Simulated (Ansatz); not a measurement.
Runs of Ansatz 0.2.0 on CdS (Hawleyite). The structure is cubic, space group F-43m (No. 216). The conventional cell has a = 5.833 Å, b = 5.833 Å, c = 5.833 Å, α = 90.00°, β = 90.00°, γ = 90.00°. Cd (site symmetry -43m) has 4 S at 2.53 Å as nearest neighbours. Around S (site symmetry -43m) lie 4 Cd at 2.53 Å. 

| task | level | cell | k mesh | cutoff (eV) | smearing | basis error allowed | gap on the mesh (eV) | pressure (GPa) |
| --- | --- | --- | --- | --- | --- | --- | --- | --- |
| single point | PBE | as given | 6 × 6 × 6 | 216 | fermi-dirac 0.04 eV | 0.003 eV/atom | 1.14 | 2.9 |
| band structure | PBEsol | as given | 8 × 8 × 8 | 247 | fermi-dirac 0.05 eV | 0.001 eV/atom | 1.00 | -0.2 |
| elastic constants | PBE | as given | 6 × 6 × 6 | 265 | fermi-dirac 0.05 eV | 0.001 eV/atom | 1.14 | 2.9 |
| single point | PBE | as given | 8 × 8 × 8 | 246 | gaussian 0.018 eV | 0.001 eV/atom | 1.15 | 2.9 |
| relaxation of cell and atoms | PBEsol+D4 | relaxed | 8 × 8 × 8 | - | fermi-dirac 0.05 eV | 0.001 eV/atom | (a) | 0.0 |

Alike in all rows: potentials or basis all-electron LAPW, scalar-relativistic; no spin polarisation.

**Question.** Estimate the missing entries.

**Answer.** (a) 1.05.

A k mesh can miss the band edges, and the runs leave out spin-orbit coupling on Cd.
